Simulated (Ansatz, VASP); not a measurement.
**Two plane-wave programs on AlGa3N4**

```
Al Ga N
1.0
     4.39726    0.00000    0.00000
     0.00000    4.39726    0.00000
     0.00000    0.00000    4.39726
Al Ga N
1 3 4
Direct
  0.00000 0.00000 0.00000
  0.50000 0.50000 0.00000
  0.50000 0.00000 0.50000
  0.00000 0.50000 0.50000
  0.75486 0.75486 0.24514
  0.75486 0.24514 0.75486
  0.24514 0.75486 0.75486
  0.24514 0.24514 0.24514
```

Alike in both runs: functional LDA; k mesh 6 × 6 × 6; no spin polarisation.

Ansatz relaxed the structure, and its values are those at the end. VASP's run is a single point on that final structure, the one shown.

|  | VASP | Ansatz |
| --- | --- | --- |
| version | VASP 6.6.1 | Ansatz 0.2.0 |
| potentials or method | VASP PAW LDA potentials, release 64 (Al, Ga_d, N) | scalar-relativistic, plane waves, PAW |
| plane-wave cutoff (eV) | 520 | 420 |
| occupations | gaussian, width 0.01 eV | fixed |
| valence electrons in the cell | 62 | 62 |

```csv
,VASP,Ansatz,Ansatz less VASP
gap on the k mesh at the Fermi level (eV),2.71,2.70,-0.014
least direct gap on the mesh (eV),2.71,2.70,-0.014
pressure (GPa),5.4,4.3,-1.13
rms of the force components (eV/Å),0.011,0.000,-0.0113
```

Ansatz warned: «stress_scf_threshold_loose».

LDA gaps usually lie below the measured ones, often by a third to a half.
